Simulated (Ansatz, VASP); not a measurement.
## TaN in VASP and in Ansatz

File INCAR:

```
SYSTEM = TaN
ALGO = Normal
EDIFF = 1E-6
ENCUT = 520
GGA = PS
ISIF = 2
ISMEAR = -1
LASPH = .TRUE.
LCHARG = .FALSE.
LREAL = .FALSE.
LWAVE = .FALSE.
NBANDS = 15
NELM = 60
PREC = Accurate
SIGMA = 0.02
```

File KPOINTS:

```
k-points
0
G
  9 9 9
  0 0 0
```

POSCAR

```
TaN
1.0
    0.0000000000      2.1862392558      2.1862392558
    2.1862392558      0.0000000000      2.1862392558
    2.1862392558      2.1862392558      0.0000000000
Ta N
1 1
Direct
    0.5000000000      0.5000000000      0.5000000000
    0.0000000000      0.0000000000      0.0000000000
```

Input for Ansatz:

```yaml
crystal:
  lattice:
    - [0.0, 2.1862392558, 2.1862392558]
    - [2.1862392558, 0.0, 2.1862392558]
    - [2.1862392558, 2.1862392558, 0.0]
  atoms:
    - { symbol: Ta, position: [0.5, 0.5, 0.5] }
    - { symbol: "N", position: [0.0, 0.0, 0.0] }
kpoints:
  mp_grid: { grid: [9, 9, 9] }
  band_path:
    path:
      - [0.0, 0.0, 0.0]
      - [0.5, 0.0, 0.5]
      - [0.625, 0.25, 0.625]
      - [0.375, 0.375, 0.75]
      - [0.0, 0.0, 0.0]
      - [0.5, 0.5, 0.5]
      - [0.5, 0.25, 0.75]
      - [0.5, 0.0, 0.5]
    npoints: 5
scf:
  occupations: { method: fermi_dirac, width: 0.02 }
hamiltonian:
  xc: pbesol
  pseudopotentials: { kind: all_electron, lapw: { basis_error: 0.0005 } }
output:
  forces: true
  stress: true
  eigenvalues: true
```

Change from the starting cell: volume scaled by 1.01.

Alike in both runs: task single point; functional PBEsol; k mesh 9 × 9 × 9; occupations fermi-dirac, width 0.02 eV; no spin polarisation.

```csv
,VASP,Ansatz
version,VASP 6.6.1,Ansatz 0.2.0
potentials or method,"VASP PAW PBE potentials, release 64 (Ta_pv, N)","all-electron LAPW, scalar-relativistic"
plane-wave cutoff (eV),520,see its input
```

|  | VASP | Ansatz | Ansatz less VASP |
| --- | --- | --- | --- |
| pressure (GPa) | 1.7 | 0.7 | -1.00 |

Ansatz ran all-electron here, so the differences hold the error of VASP's frozen core and of both bases.

Caveats: the PAW data sets were made with another functional, which shifts forces and pressure a little (VASP). Spin-orbit coupling is left out, which matters for the levels of Ta.
